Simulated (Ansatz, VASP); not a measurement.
# HfO2 in VASP and in Ansatz

```xyz
3
Lattice="0.0000 2.5924 2.5924 2.5924 0.0000 2.5924 2.5924 2.5924 0.0000" Properties=species:S:1:pos:R:3 pbc="T T T"
Hf    0.0000    0.0000    0.0000
O     1.2962    1.2962    1.2962
O     3.8886    3.8886    3.8886
```

Change from the starting cell: strain +0.025 along x and y, +0.025 along z, atoms carried along.

Alike in both runs: task single point; functional r2SCAN; k mesh 8 × 8 × 8; occupations gaussian, width 0.05 eV; no spin polarisation.

```csv
,VASP,Ansatz
version,VASP 6.6.1,Ansatz 0.2.0
potentials or method,"VASP PAW PBE potentials, release 64 (Hf_pv, O)","scalar-relativistic, plane waves, PAW"
plane-wave cutoff (eV),520,500
valence electrons in the cell,22,38
```

|  | VASP | Ansatz | Ansatz less VASP |
| --- | --- | --- | --- |
| gap on the k mesh at the Fermi level (eV) | 4.09 | 4.10 | +0.007 |
| least direct gap on the mesh (eV) | 4.09 | 4.10 | +0.007 |
| pressure (GPa) | -20.4 | -17.2 | +3.27 |

The functional is the same, so the differences come from potentials, cutoffs and numerics. The two sets of potentials don't hold the same shells in valence.

Caveats: so large a pressure means that the cell lies far from this level's equilibrium, or that cutoff or potentials fall short (VASP); the potentials were made for another functional, which shifts forces and pressure (VASP); spin-orbit coupling is left out, which moves the levels of the heavy elements. A k mesh can miss the band edges.
